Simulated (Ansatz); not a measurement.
# Si48C47: the cost of one run

Method: density functional theory in Ansatz 0.2.0, PAW datasets, plane waves.

## Step 1: The system as built

95 atoms (48 Si, 47 C); a = 9.234 Å, b = 10.663 Å, c = 10.076 Å, α = 90.00°, β = 90.00°, γ = 90.00°. All atoms were shaken off their sites by about 0.02 Å along each axis. Defect site 1: (0.500, 0.417, 0.438). Starting moments add up to 1 μB.

The runs, in order: (2) PBEsol relaxation at the single k point (¼, ¼, ¼), on 1 × NVIDIA GB300 Max-Q with 32 threads of Arm Neoverse-V2; (3) HSE06 single point at the single k point (¼, ¼, ¼), on 1 × NVIDIA GB300 Max-Q with 32 threads of Arm Neoverse-V2; (4) r²SCAN single point at the single k point (¼, ¼, ¼), on 1 × NVIDIA GB300 Max-Q with 32 threads of Arm Neoverse-V2.

## Step 2: Relaxing the atoms with PBEsol

File in.yaml:

```yaml
crystal:
  lattice:
    - [9.234204, 0.000000, 0.000000]
    - [0.000000, 10.662740, 0.000000]
    - [0.000000, 0.000000, 10.075947]
  atoms:
    - { symbol: Si, position: [0.003242, 0.001141, 0.499839] }
    - { symbol: Si, position: [0.335779, 0.001445, 0.500977] }
    - { symbol: Si, position: [0.166525, 0.250546, 0.500719] }
    - { symbol: Si, position: [0.003138, 0.501051, 0.495390] }
    - { symbol: Si, position: [0.666679, 0.998329, 0.501879] }
    - { symbol: Si, position: [0.502054, 0.250317, 0.496020], spin: 0.25 }
    - { symbol: Si, position: [0.329728, 0.496576, 0.499338], spin: 0.25 }
    - { symbol: Si, position: [0.162642, 0.751395, 0.502692] }
    - { symbol: Si, position: [0.832782, 0.250103, 0.502999] }
    - { symbol: Si, position: [0.667679, 0.503810, 0.498933], spin: 0.25 }
    - { symbol: Si, position: [0.499458, 0.751704, 0.498957] }
    - { symbol: Si, position: [0.831023, 0.750020, 0.496995] }
    - { symbol: Si, position: [0.998080, 0.161705, 0.250807] }
    - { symbol: Si, position: [0.333196, 0.168974, 0.247637] }
    - { symbol: Si, position: [0.167741, 0.414661, 0.249673] }
    - { symbol: Si, position: [0.999303, 0.665101, 0.253014] }
    - { symbol: Si, position: [0.666171, 0.169615, 0.253347] }
    - { symbol: Si, position: [0.498284, 0.417916, 0.249505], spin: 0.25 }
    - { symbol: Si, position: [0.333120, 0.666329, 0.249500] }
    - { symbol: Si, position: [0.164689, 0.915841, 0.253182] }
    - { symbol: Si, position: [0.834502, 0.416539, 0.244975] }
    - { symbol: Si, position: [0.668584, 0.665428, 0.251017] }
    - { symbol: Si, position: [0.502355, 0.911818, 0.250371] }
    - { symbol: Si, position: [0.833209, 0.916369, 0.251801] }
    - { symbol: Si, position: [0.162020, 0.086317, 0.748873] }
    - { symbol: Si, position: [0.999025, 0.331818, 0.748846] }
    - { symbol: Si, position: [0.499190, 0.082909, 0.749607] }
    - { symbol: Si, position: [0.335281, 0.334855, 0.751675] }
    - { symbol: Si, position: [0.167031, 0.584997, 0.749872] }
    - { symbol: Si, position: [0.997906, 0.833093, 0.747985] }
    - { symbol: Si, position: [0.836492, 0.082659, 0.749187] }
    - { symbol: Si, position: [0.666730, 0.335840, 0.750095] }
    - { symbol: Si, position: [0.499430, 0.584493, 0.746102] }
    - { symbol: Si, position: [0.332190, 0.831525, 0.753541] }
    - { symbol: Si, position: [0.834265, 0.584568, 0.749601] }
    - { symbol: Si, position: [0.665068, 0.835496, 0.751488] }
    - { symbol: Si, position: [0.001501, 0.998310, 0.999968] }
    - { symbol: Si, position: [0.332838, 0.003574, 0.002382] }
    - { symbol: Si, position: [0.168910, 0.252025, 0.997208] }
    - { symbol: Si, position: [0.999112, 0.500970, 0.996982] }
    - { symbol: Si, position: [0.668079, 0.001255, 0.999726] }
    - { symbol: Si, position: [0.500905, 0.250585, 0.998255] }
    - { symbol: Si, position: [0.336167, 0.502103, 0.999900] }
    - { symbol: Si, position: [0.167353, 0.748045, 0.001125] }
    - { symbol: Si, position: [0.832495, 0.249941, 0.999799] }
    - { symbol: Si, position: [0.666609, 0.499337, 0.003115] }
    - { symbol: Si, position: [0.500487, 0.750976, 0.001696] }
    - { symbol: Si, position: [0.834819, 0.750246, 0.000785] }
    - { symbol: C, position: [0.000128, 0.005892, 0.184318] }
    - { symbol: C, position: [0.335503, 0.001097, 0.187849] }
    - { symbol: C, position: [0.169165, 0.252236, 0.186435] }
    - { symbol: C, position: [0.006627, 0.502651, 0.187514] }
    - { symbol: C, position: [0.665466, 0.002603, 0.182703] }
    - { symbol: C, position: [0.499481, 0.254784, 0.186977] }
    - { symbol: C, position: [0.330283, 0.503078, 0.188551] }
    - { symbol: C, position: [0.169033, 0.747990, 0.187263] }
    - { symbol: C, position: [0.833948, 0.250036, 0.187260] }
    - { symbol: C, position: [0.664498, 0.502175, 0.187051] }
    - { symbol: C, position: [0.499057, 0.748029, 0.185978] }
    - { symbol: C, position: [0.830174, 0.750271, 0.189046] }
    - { symbol: C, position: [0.998656, 0.998955, 0.686391] }
    - { symbol: C, position: [0.334208, 0.001641, 0.689900] }
    - { symbol: C, position: [0.166565, 0.250214, 0.686035] }
    - { symbol: C, position: [0.006489, 0.501682, 0.690779] }
    - { symbol: C, position: [0.663505, 0.001157, 0.686173] }
    - { symbol: C, position: [0.499866, 0.245582, 0.689357] }
    - { symbol: C, position: [0.333009, 0.497010, 0.686505] }
    - { symbol: C, position: [0.170762, 0.749878, 0.688786] }
    - { symbol: C, position: [0.833195, 0.249883, 0.691180] }
    - { symbol: C, position: [0.669174, 0.502633, 0.687303] }
    - { symbol: C, position: [0.497829, 0.747603, 0.687156] }
    - { symbol: C, position: [0.834020, 0.749946, 0.688338] }
    - { symbol: C, position: [0.998164, 0.165551, 0.437676] }
    - { symbol: C, position: [0.333669, 0.165302, 0.435406] }
    - { symbol: C, position: [0.163233, 0.418838, 0.435782] }
    - { symbol: C, position: [0.995084, 0.666219, 0.439075] }
    - { symbol: C, position: [0.666607, 0.165916, 0.436858] }
    - { symbol: C, position: [0.330160, 0.667330, 0.443416] }
    - { symbol: C, position: [0.168816, 0.916715, 0.438384] }
    - { symbol: C, position: [0.833706, 0.417940, 0.441085] }
    - { symbol: C, position: [0.667557, 0.662928, 0.435724] }
    - { symbol: C, position: [0.502193, 0.920058, 0.438259] }
    - { symbol: C, position: [0.832883, 0.915114, 0.439516] }
    - { symbol: C, position: [0.166884, 0.085286, 0.936562] }
    - { symbol: C, position: [0.999240, 0.331179, 0.939342] }
    - { symbol: C, position: [0.499309, 0.087474, 0.940426] }
    - { symbol: C, position: [0.333449, 0.330741, 0.937130] }
    - { symbol: C, position: [0.169557, 0.582301, 0.935343] }
    - { symbol: C, position: [0.003562, 0.831476, 0.938124] }
    - { symbol: C, position: [0.831556, 0.084810, 0.939118] }
    - { symbol: C, position: [0.663829, 0.332904, 0.937699] }
    - { symbol: C, position: [0.502299, 0.585570, 0.937890] }
    - { symbol: C, position: [0.333808, 0.833171, 0.939537] }
    - { symbol: C, position: [0.836029, 0.583856, 0.937797] }
    - { symbol: C, position: [0.666715, 0.834615, 0.937032] }
  symmetry: { detect: false }
kpoints:
  mp_grid: { grid: [1, 1, 1], shift: [0.25, 0.25, 0.25] }
hamiltonian:
  xc: pbesol
total_charge: -1
magnetization:
  spin_polarized: true
scf:
  occupations: { method: fermi_dirac, width: 0.01 }
relax:
  f_tol: 0.03
  max_steps: 80
  escape_saddle: false
  adjacent_minimum: "off"
output:
  forces: true
  eigenvalues: true
  populations: true
  charged_corrections: { epsilon: 9.7 }
```

On the command line:

```sh
$ ansatz run in.yaml --threads 32 --pin off --max-ram 171000MiB --runs-dir r --events-out ev --progress --plain --backend cuda --devices 0,
```

What time and memory should one allow on 1 × NVIDIA GB300 Max-Q with 32 threads of Arm Neoverse-V2, shared host?

About 7.2 s, with a peak of 2 GiB on the host.
